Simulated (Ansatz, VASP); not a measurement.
## One calculation of CoSi2 (d3), two programs

Contents of INCAR:

```
  PREC = Accurate
  ENCUT = 520
  EDIFF = 1E-6
  ISMEAR = 0
  SIGMA = 0.1
  LREAL = False
  LASPH = True
  NELM = 100
  ALGO = Normal
  ISIF = 2
  LWAVE = False
  LCHARG = False
  GGA = PE
  IVDW = 12
  NBANDS = 16
```

File KPOINTS:

```
regular mesh
0
Gamma
  6 6 6
```

Contents of POSCAR:

```
CoSi2
1.0
    0.0000000000      2.6780000000      2.6780000000
    2.6780000000      0.0000000000      2.6780000000
    2.6780000000      2.6780000000      0.0000000000
Co Si
1 2
Direct
    0.0000000000      0.0000000000      0.0000000000
    0.2500000000      0.2500000000      0.2500000000
    0.7500000000      0.7500000000      0.7500000000
```

Input for Ansatz:

```yaml
crystal:
  lattice:
    - [0.0, 2.678, 2.678]
    - [2.678, 0.0, 2.678]
    - [2.678, 2.678, 0.0]
  atoms:
    - { symbol: Co, position: [0.0, 0.0, 0.0] }
    - { symbol: Si, position: [0.25, 0.25, 0.25] }
    - { symbol: Si, position: [0.75, 0.75, 0.75] }
basis:
  ecutwfc: 420
kpoints:
  mp_grid: { grid: [6, 6, 6] }
hamiltonian:
  xc: pbe
  dispersion: d3bj
scf:
  occupations: { method: gaussian, width: 0.1 }
output:
  forces: true
  stress: true
  eigenvalues: true
```

Alike in both runs: task single point; functional PBE; dispersion D3(BJ); k mesh 6 × 6 × 6; occupations gaussian, width 0.1 eV; no spin polarisation.

|  | VASP | Ansatz |
| --- | --- | --- |
| version | VASP 6.6.1 | Ansatz 0.2.0 |
| potentials or method | VASP PAW PBE potentials, release 64 (Co, Si) | scalar-relativistic, plane waves, PAW |
| plane-wave cutoff (eV) | 520 | 420 |
| valence electrons in the cell | 17 | 25 |

Ansatz gave:

- gap on the k mesh at the Fermi level (eV): none
- pressure (GPa): -5.3

Question: What did VASP give for the same quantities?

Answer: gap on the k mesh at the Fermi level (eV): none; pressure (GPa): -5.5.

A gap of «none» marks a metal or a gap that the smearing closes. The two sets of potentials don't hold the same shells in valence.

Caveats: pairwise dispersion overbinds metals, which lowers pressure and volume. Spin polarisation is off, so any magnetic state and its effect on volume and gap are missing.
